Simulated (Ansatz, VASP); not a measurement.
HfO2: VASP beside Ansatz

```xyz
6
Lattice="4.8135 0.0000 0.0000 0.0000 4.8135 0.0000 0.0000 0.0000 3.2054" Properties=species:S:1:pos:R:3 pbc="T T T"
Hf    0.0000    0.0000    0.0000
Hf    2.4068    2.4068    1.6027
O     0.9384    3.8751    1.6027
O     1.4683    1.4683    0.0000
O     3.3452    3.3452    0.0000
O     3.8751    0.9384    1.6027
```

Measurements of this composition are mostly on another form, of space group No. 14.

Alike in both runs: task single point; functional r2SCAN; k mesh 4 × 4 × 6; occupations gaussian, width 0.1 eV; no spin polarisation.

```csv
,VASP,Ansatz
version,VASP 6.6.1,Ansatz 0.2.0
potentials or method,"VASP PAW PBE potentials, release 64 (Hf_pv, O)","scalar-relativistic, plane waves, PAW"
plane-wave cutoff (eV),520,500
valence electrons in the cell,44,76
```

|  | VASP | Ansatz | Ansatz less VASP |
| --- | --- | --- | --- |
| gap on the k mesh at the Fermi level (eV) | 4.53 | 4.59 | +0.062 |
| least direct gap on the mesh (eV) | 4.53 | 4.59 | +0.062 |
| pressure (GPa) | 0.3 | 3.6 | +3.24 |
| largest component of the traceless stress (GPa) | 0.03 | 0.53 | +0.504 |
| rms of the force components (eV/Å) | 0.005 | 0.019 | +0.0143 |

Atom by atom the forces differ by 0.025 eV/Å (rms over components). With one functional, cell and mesh, what is left measures potentials, basis and numerics. The two sets of potentials don't hold the same shells in valence.

Caveats: the PAW data sets were made with another functional, which shifts forces and pressure a little (VASP); spin-orbit coupling is left out, which moves the levels of the heavy elements. r2SCAN opens gaps a little over a GGA but as a rule still falls short of measured ones. A k mesh can miss the band edges.
